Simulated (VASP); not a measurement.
# WS₂ (1T (CdI2) bulk): gaps by functional in VASP

```yaml
crystal:
  lattice:
    - [3.22876, 0.00000, 0.00000]
    - [-1.61438, 2.79619, 0.00000]
    - [0.00000, 0.00000, 5.99365]
  atoms:
    - { symbol: W, position: [0.00000, 0.00000, 0.00000] }
    - { symbol: S, position: [0.33333, 0.66667, 0.25668] }
    - { symbol: S, position: [0.66667, 0.33333, 0.74332] }
```

All runs share this cell. Band v is the last that the valence electrons fill when counted band by band, and c is the next. A negative gap between them is a band overlap, as in a metal.

| level | gap (eV) | least direct gap (eV) | pressure (GPa) |
| --- | --- | --- | --- |
| PBE | -1.46 | 0.00 | 3.1 |
| r²SCAN | -1.67 | 0.00 | 1.4 |
| LDA | -1.36 | 0.00 | -4.6 |
| PBEsol | -1.40 | 0.00 | -1.9 |
